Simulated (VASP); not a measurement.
Input of a VASP 6.6.1 run:

INCAR

```
SYSTEM = TaN
  PREC = Accurate
  ENCUT = 520
  EDIFF = 1E-6
  ISMEAR = 0
  SIGMA = 0.05
  LREAL = .False.
  LASPH = .True.
  NELM = 80
  ALGO = Fast
  ISIF = 2
  LWAVE = .False.
  LCHARG = .True.
  ISPIN = 2
  MAGMOM = 0.5 0
  LORBIT = 11
  NUPDOWN = 1
  LMAXMIX = 4
  GGA = PS
  LELF = .True.
  LVHAR = .True.
```

File KPOINTS:

```
Automatic mesh
0
Gamma
  7 7 7
  0 0 0
```

File POSCAR:

```
TaN
1.0
    0.0000000000      2.4911437700      2.4911437700
    2.4911437700      0.0000000000      2.4911437700
    2.4911437700      2.4911437700      0.0000000000
Ta N
1 1
Direct
    0.0000000000      0.0000000000      0.0000000000
    0.2500000000      0.2500000000      0.2500000000
```

Potentials or basis: VASP PAW PBE potentials, release 64 (Ta_pv, N).

Command:

```console
$ cat potpaw_PBE.64/Ta_pv/POTCAR potpaw_PBE.64/N/POTCAR > POTCAR
$ mpirun -np 1 vasp_std > vasp.out
```

Task: What does it give for the pressure?

Result: -27.4 GPa.

Caveat: the PAW data sets were made with another functional, which shifts forces and pressure a little; the total moment is fixed, so each spin has its own Fermi level. Spin-orbit coupling is left out, which matters for the levels of Ta.
